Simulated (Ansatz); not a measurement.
We consider fluorite SrF₂, described by B3LYP (VWN-RPA form) (PAW; Ansatz, a first-principles code).

Settings: plane-wave cutoff 460 eV, 8×8×8 k mesh, Fermi–Dirac smearing 0.01 eV, scalar-relativistic PAW data made under PBE.

Pressure at four volumes; x = ln(V/16.653 Å³). One pressure is withheld.

```csv
V (Å³/atom),x,P (GPa)
15.989,-0.0407,3.25
16.653,0.0000,0.18
17.115,0.0274,-1.58
17.532,0.0514,?
```

Q: Pass a parabola P(x) through the three rows shown, estimate the bulk modulus and its pressure derivative near zero pressure, and predict the withheld pressure.

A: Slopes between the rows: (0.18 − (3.25))/(0.0000 − (-0.0407)) = -75.43 and (-1.58 − (0.18))/(0.0274 − (0.0000)) = -64.23 GPa. Their difference over the span 0.0681 is c = 11.20/0.0681 = 164.5 GPa, so P(x) = 3.25 + (-75.43)(x − (-0.0407)) + 164.5 (x − (-0.0407))(x − (0.0000)). At the middle row B = −dP/dx = −[-75.43 + 164.5 × 0.0407] = 68.7 GPa, and B′ = dB/dP = 2c/B = 4.8. At x = 0.0514 the parabola gives -2.92 GPa; the run gives -2.96 GPa. The Birch–Murnaghan fit to the energies at all volumes has B0 = 67.9 GPa and B′ = 4.6.

Measured, for comparison: bulk modulus 69 GPa (temperature not stated, no zero-point or thermal correction; as tabulated in On the Morphology of Group II Metal Fluoride Nanocrystals at Finite Temperature …). Computed (rounded) less measured: bulk modulus -2 %.
